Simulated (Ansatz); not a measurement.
# Ni: a surface, (100), 6 layers, part 2 of 2

What do the surfaces of Ni (100), 6 layers cost, and how tightly do they hold an electron? Methods of the runs shown: LAPW. Companion runs by PAW are cited. Its runs: bulk in the slab's orientation (LAPW); the reference run (LAPW); atoms relaxed (LAPW); no images along the normal (LAPW).

Ansatz 0.2.0; DFT PBE; a cell built from a prototype (fcc type), not taken from measurement.

### 5 Atoms relaxed, LAPW

File input.yaml:

```yaml
crystal:
  lattice:
    - [2.4893883482, 0.0, 0.0]
    - [0.0, 2.4893883482, 0.0]
    - [0.0, 0.0, 24.8013]
  atoms:
    - { symbol: Ni, position: [0.25, 0.25, 0.3245899499], spin: 1.0 }
    - { symbol: Ni, position: [0.75, 0.75, 0.3929725994], spin: 1.0 }
    - { symbol: Ni, position: [0.25, 0.25, 0.4645091106], spin: 1.0 }
    - { symbol: Ni, position: [0.75, 0.75, 0.5354911249], spin: 1.0 }
    - { symbol: Ni, position: [0.25, 0.25, 0.6070273491], spin: 1.0 }
    - { symbol: Ni, position: [0.75, 0.75, 0.675409866], spin: 1.0 }
magnetization:
  spin_polarized: true
kpoints:
  mp_grid: { grid: [16, 16, 1] }
scf:
  occupations: { method: fermi_dirac, width: 0.1 }
hamiltonian:
  xc: pbe
  pseudopotentials: { kind: all_electron, lapw: { basis_error: 0.001 } }
output:
  forces: true
  stress: true
  eigenvalues: true
relax:
  f_tol: 0.01
  max_steps: 12
efield:
  axis: 3
  amplitude: 0
  dipole_correction: true
```

Started as:

```bash
> ansatz run input.yaml --threads 3 --pin off --max-ram 9216MiB --backend cpu --events-out ev --progress --plain --runs-dir out
```

Log, cut to the lines that bear on the results:

```text
[...]
LAPW: plane waves up to 9.551 Å⁻¹, error target 1.0e-3 eV per atom; small_component_spin mean_spin; Ni in spheres of 1.186 Å, 18 of its electrons in bands, Dirac shells []
[...]
Pseudopotentials: kind: all_electron
Pseudopotential: Ni, LAPW, valence charge 18, Koelling and Harmon's equation, gaussian nucleus
Functional definition: PBE
[...]
Crystal: 6 atoms, lattice volume = 153.695 Å³
[...]
relax step   1: F+E_penalty+E_count = -248295.58796252 eV  Δ(F+E_penalty+E_count) = +0.000e0 eV  max|allowed force component| = 1.156e-3 eV/Å  Δτ_max = 0.0000 Å  (19 SCF iters, dr2 threshold 2.50e-6 eV, accepted)
[...]
Starting moments: Σ|m| = 6 μB on 6 of 6 sites; this step starts from the density that it was given
[...]
```

### 6 The output, continued: atoms relaxed, LAPW

The log, continued, cut to the lines that bear on the results:

```text
SCF iter   1: F=—  HF=-248295.587963 eV  |F-HF|=—  |Δ(HF+E_count)|=         —  Δρ=4.65e-7 (↑4.06e-7 ↓4.65e-7)  dr2=1.50e-8  dr2_m=1.01e-10  M=3.967 μB ∫|m|=4.518 μB  β_m=1.00  ethr=1.39e-11  p=0.000 e·Å  D=3.08e-7 V/Å  ΔV_dip=-0.00 eV  dr2_dipole=4.42e-9  V_vac-E_F(+/−)=4.90/4.90 eV  [...]
spin=Collinear: LDOS preconditioning applied to the charge; magnetization (m = ρ↑ − ρ↓) channel mixes plain (no charge-response kernel on spin).
[...]
  atoms:
    - { symbol: Ni, position: [0.24999999999999997, 0.24999999999999997, 0.32458994989999995] }
    - { symbol: Ni, position: [0.7499999999999999, 0.7499999999999999, 0.3929725994] }
    - { symbol: Ni, position: [0.24999999999999997, 0.24999999999999997, 0.4645091106] }
    - { symbol: Ni, position: [0.7499999999999999, 0.7499999999999999, 0.5354911249] }
    - { symbol: Ni, position: [0.24999999999999997, 0.24999999999999997, 0.6070273491] }
    - { symbol: Ni, position: [0.7499999999999999, 0.7499999999999999, 0.675409866] }
```

It took 9.9 min on 3 threads of Arm Neoverse V1, shared host; peak memory 1.8 GiB.

Step by step:

```csv
step,energy from step 1 (eV/cell),largest force component (eV/Å)
1,0.0000,0.0012
2,0.0000,0.0012
```

Step 1 is the start. Step 2 solves the same geometry again.

In short: no gap; spin moments Ni1 0.76, Ni2 0.68, Ni3 0.66 μB; work function 4.90 eV.

### 7 No images along the normal, LAPW

input.yaml, as its differences from that of step 5:

```diff
@@ -12,2 +12,3 @@
     - { symbol: Ni, position: [0.75, 0.75, 0.675409866], spin: 1.0 }
+  periodic: [true, true, false]
 magnetization:
@@ -25,8 +26 @@
   eigenvalues: true
-relax:
-  f_tol: 0.01
-  max_steps: 12
-efield:
-  axis: 3
-  amplitude: 0
-  dipole_correction: true
```

Started as:

```bash
> ansatz run input.yaml --threads 3 --pin off --max-ram 9216MiB --backend cpu --events-out ev --progress --plain --runs-dir out
```

Log, cut to the lines that bear on the results:

```text
Warning: crystal.periodic: the lattice vector that does not repeat stood 0.000° off the slab's normal, 24.801 Å along it as the deck builds it. The run solves the slab on a vector along the normal, 41.202 Å long, with every atom where it was (on the deck's vector they left 16.10 Å outside [...]
Warning: the atoms were moved onto the symmetric positions of the space group found under crystal.symmetry.tolerance 1.0e-5 (fractional; no operation is sought that the atoms, as they stand in a round, miss by more than twice it, and no atom is moved by as much as it), and the run uses [...]
Fermi energy:    -4.904535 eV
[...]
--- Forces (eV/Å), atoms counted from 1 ---
  atom   1  Ni    -0.00000000     0.00000000     0.00112977
  atom   2  Ni    -0.00000000     0.00000000     0.00044361
  atom   3  Ni     0.00000000     0.00000000     0.00016730
  atom   4  Ni    -0.00000000     0.00000000    -0.00016730
  atom   5  Ni     0.00000000     0.00000000    -0.00044361
  atom   6  Ni     0.00000000     0.00000000    -0.00112977
[...]
--- 2D stress c σ (N/m, compression-positive) ---
       -3.868238      -0.000000       0.000000
       -0.000000      -3.868238       0.000000
        0.000000       0.000000       0.000000
  P = ½ c Tr σ = -3.8682 N/m
--- Band table (eV; the first three rows and the last of 90) ---
[...]
  the weakly bound empty levels are not read free of the cell's end (augmented_plane_waves)
```

Run time: 5.8 min. Hardware: 3 threads of Arm Neoverse V1, shared host; peak memory 2.1 GiB.

Read from it: no gap; spin moments Ni1 0.75, Ni2 0.67, Ni3 0.65 μB.

### 8 The series in one table

The PAW rows are taken from companion runs at the same settings.

| run | surface energy (J/m²) | work function (eV; upper / lower face where they differ) | gap (eV) | largest force (eV/Å) | time |
| --- | --- | --- | --- | --- | --- |
| Slab as cut, LAPW | 2.268 | 4.91 | none | 0.363 | 8.2 min |
| Atoms relaxed, LAPW | 2.240 | 4.90 | none | 0.001 | 9.9 min |
| No images along the normal, LAPW | 2.240 | – | none | 0.001 | 5.8 min |
| Slab as cut, PAW | 2.268 | 4.91 | none | 0.364 | 1.8 min |
| Atoms relaxed, PAW | 2.239 | 4.90 | none | 0.000 | 4.7 min |
| No images along the normal, PAW | 2.239 | – | none | 0.000 | 1.8 min |

Surface energy: (F of the slab less that of as many bulk atoms) over twice the area, the bulk computed in the slab's orientation.

### 9 Results

What follows sums up all 2 parts.

| quantity | value |
| --- | --- |
| surface energy (LAPW, relaxed) | 2.24 J/m² |
| work function (LAPW, relaxed) | 4.90 eV |
| outer layer spacing (LAPW) | 1.76 → 1.70 Å |
| surface energy (PAW, relaxed) | 2.24 J/m² |
| work function (PAW, relaxed) | 4.90 eV |
| outer layer spacing (PAW) | 1.76 → 1.70 Å |

What this shows: By LAPW the surface costs 2.27 J/m² as cut and 2.24 J/m² relaxed. The outermost spacing changes by -3.7 % (LAPW). The outermost spacing changes by -3.7 % (PAW). Thickness wasn't converged, and no reconstruction was sought. The magnetic state is the one reached from the start moments in this cell; it needn't be the ground state.
